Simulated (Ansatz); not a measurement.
NaI in the wurtzite structure (it has left that coordination), relaxed with r2SCAN in Ansatz 0.2.0. It is hexagonal, P6_3/mmc (No. 194); conventional cell a = 5.416 Å, c = 6.459 Å, 41.03 Å³ an atom. Na has 5 I at 3.13–3.23 Å; I has 5 Na at 3.13–3.23 Å. The cell started from the wurtzite prototype, but the relaxation took it to the higher symmetry P6_3/mmc (No. 194), so the name no longer describes it.

The axes x, y and z are those of this cell:
```yaml
crystal:
  lattice:
    - [5.41649, 0.00000, 0.00000]
    - [-2.70825, 4.69082, 0.00000]
    - [0.00000, 0.00000, 6.45915]
  atoms:
    - { symbol: Na, position: [0.33333, 0.66667, 0.93745] }
    - { symbol: Na, position: [0.66667, 0.33333, 0.43745] }
    - { symbol: I, position: [0.33333, 0.66667, 0.43755] }
    - { symbol: I, position: [0.66667, 0.33333, 0.93755] }
```

Unstrained: With PBE the gap is 3.565 eV and direct, at Γ. The r2SCAN gap is direct at Γ: 4.188 eV. HSE06 gives a direct gap of 4.537 eV at Γ. Meshes: PBE 6×6×4, r2SCAN 6×6×4, HSE06 6×6×4. Strains are changes of length per length, and xy shears are angles. After each strain the atoms were relaxed again with r2SCAN within the symmetry that the strain leaves, so tilts or polar shifts that break it weren't tested; points keep the names that they have in the unstrained zone. Note: simulated data, non-magnetic, for a generated structure that need not be the stable one.

Task: Estimate what epitaxial -5.0 % in the xy plane, free normal strain +2.50 % does to the gap.

Result: PBE: the gap goes from 3.565 to 3.612 eV (+0.047 eV). r2SCAN: the gap goes from 4.188 to 4.239 eV (+0.051 eV). HSE06: the gap goes from 4.537 to 4.587 eV (+0.050 eV). The r2SCAN energy rises by 22.7 meV an atom.

Task: Apply uniaxial +5.0 % along x, other directions held. How far does the gap move, against the unstrained cell?

Result: PBE: the gap goes from 3.565 to 3.526 eV (-0.039 eV). r2SCAN: the gap goes from 4.188 to 4.151 eV (-0.037 eV). The r2SCAN energy rises by 4.6 meV an atom.

Task: Apply xy shear, engineering strain (angle) -1.5 %. How far does the gap move, against the unstrained cell?

Result: PBE: the gap goes from 3.565 to 3.565 eV (0.000 eV); with r2SCAN the top three valence levels at Γ, grouped 1+2 from the top over 384 meV, become 1+1+1 over 388 meV. r2SCAN: the gap goes from 4.188 to 4.188 eV (0.000 eV). The r2SCAN energy rises by 0.0 meV an atom.

Task: Apply isotropic -2.5 % on every length. How far does the gap move, against the unstrained cell?

Result: PBE: the gap goes from 3.565 to 3.680 eV (+0.115 eV); with r2SCAN the top three valence levels at Γ, grouped 1+2 from the top over 384 meV, become 1+2 over 448 meV. r2SCAN: the gap goes from 4.188 to 4.299 eV (+0.111 eV). HSE06: the gap goes from 4.537 to 4.656 eV (+0.119 eV). The r2SCAN energy rises by 10.8 meV an atom.

No spin-orbit coupling is included; it can move band edges with weight on the heavy atoms by tenths of an eV.

The meshes of the hybrids are coarse, so their gaps aren't converged to the digits shown.

The splittings at Γ are without spin-orbit coupling, which regroups them where it is of like size or larger.
